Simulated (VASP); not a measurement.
**Se: relaxation of cell and atoms with PBE**

The system is Se.

```
Se
1.0
     2.03856    1.17697    1.56371
    -2.03856    1.17697    1.56371
     0.00000   -2.35393    1.56371
Se
1
Direct
  0.00000 0.00000 0.00000
```

This isn't the form of Se at room conditions, which is trigonal, of chains.

```yaml
Program: VASP 6.6.1
Task: relaxation of cell and atoms
Functional: PBE
Potentials_or_basis: VASP PAW PBE potentials, release 64 (Se)
Cutoff: 520 eV
k_mesh: 21 × 21 × 21
Occupations: gaussian, width 0.1 eV
Spin: no spin polarisation
Further_INCAR_settings: ALGO = Normal; EDIFF = 1e-07; IBRION = 2; POTIM = 0.3; EDIFFG = -0.005; NSW = 60; ISIF = 3
```

* Relaxed volume: 22.69 Å³/atom
* Relaxed cell: a = 2.831 Å, b = 2.831 Å, c = 2.831 Å, α = 90.06°, β = 90.06°, γ = 90.06°
* Space group after relaxing (to 0.05 Å): Pm-3m (No. 221)
* Energy gained by relaxing: 3.7 meV/atom
* Ionic steps: 11
* Pressure after relaxing: 0.0 GPa
* Band gap on the k mesh: none (metal or under the smearing width)

The path:
```
step  energy change (eV)  largest force (eV/Å)  pressure (GPa)  volume (Å³)
   1              0.0000                0.0000            0.41        22.51
   2             -0.0006                0.0000            0.07        22.62
   3             -0.0010                0.0000           -0.90        22.96
   4             -0.0012                0.0000           -0.59        22.85
   5             -0.0016                0.0000           -0.55        22.84
   6             -0.0027                0.0000           -0.42        22.81
   7             -0.0037                0.0000           -0.17        22.74
   8             -0.0037                0.0000           -0.14        22.73
   9             -0.0037                0.0000           -0.16        22.74
  10             -0.0037                0.0000            0.02        22.68
  11             -0.0037                0.0000           -0.01        22.69
```

Final structure:
```
Se
1.0
     2.00286    1.15635    1.63278
    -2.00286    1.15635    1.63278
     0.00000   -2.31270    1.63278
Se
1
Direct
  0.00000 0.00000 0.00000
```

Levels at points of the mesh, in eV from the Fermi level:
| k point | band 1 | band 2 | band 3 | band 4 | band 5 | band 6 | band 7 |
| --- | --- | --- | --- | --- | --- | --- | --- |
| (0.00, 0.00, 0.00) | -16.00 | 1.38 | 1.39 | 1.39 | 7.78 | 7.78 | 7.85 |

It took 5.4 min on 1 thread of AMD EPYC 9R45 96-Core Processor (Zen 5), on a shared host, peak memory 0.24 GiB.

PBE usually gives volumes a little too large and moduli too small. Zero-point motion and thermal expansion aren't in these numbers.
